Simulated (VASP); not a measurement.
Crystal: SrTe.

```xyz
2
Lattice="0.0000 3.3558 3.3558 3.3558 0.0000 3.3558 3.3558 3.3558 0.0000" Properties=species:S:1:pos:R:3 pbc="T T T"
Te    3.3558    3.3558    3.3558
Sr    0.0000    0.0000    0.0000
```

The cell was built by a generator and needn't be a form met in nature.

* Program: VASP 6.6.1
* Task: relaxation of cell and atoms
* Functional: PBEsol
* Potentials or basis: VASP PAW PBE potentials, release 64 (Te, Sr_sv)
* Cutoff: 600 eV
* k mesh: 8 × 8 × 8
* Occupations: gaussian, width 0.03 eV
* Spin: no spin polarisation

At the start: pressure -1.4 GPa; volume 37.79 Å³/atom.

**Question.** Where does the relaxation end?

**Answer.** Over 3 steps the energy falls by 7.3 meV/atom and the volume is 36.19 Å³/atom (-4.3 %); space group Fm-3m (No. 225, to 0.05 Å).

The path:
```
step  energy change (eV)  largest force (eV/Å)  pressure (GPa)  volume (Å³)
   1              0.0000                0.0000           -1.40        75.58
   2             -0.0145                0.0000            0.18        72.02
   3             -0.0147                0.0000            0.00        72.37
```

Final structure:
```xyz
2
Lattice="0.0000 3.3076 3.3076 3.3076 0.0000 3.3076 3.3076 3.3076 0.0000" Properties=species:S:1:pos:R:3 pbc="T T T"
Te    3.3076    3.3076    3.3076
Sr    0.0000    0.0000    0.0000
```

Caveat: the PAW data sets were made with another functional, which shifts forces and pressure a little.
